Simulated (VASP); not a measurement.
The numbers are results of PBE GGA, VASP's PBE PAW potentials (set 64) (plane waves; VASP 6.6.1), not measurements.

Gaps are without spin-orbit coupling.

| Quantity | Result |
|---|---|
| volume per atom | 43.27 Å³/atom |
| band gap (over mesh and band path) | 4.18 eV |
| smallest direct gap (over mesh and band path) | 4.18 eV |
| Hill bulk modulus | 12.0 GPa |
| Hill shear modulus | 6.4 GPa |

Task: Which relaxed crystal gives these values?
A) RbBr, Fm-3m (225)
B) LiF, Fm-3m (225)
C) CsCl, Pm-3m (221)
D) BaS, Fm-3m (225)

Result: A, RbBr, Fm-3m (225)
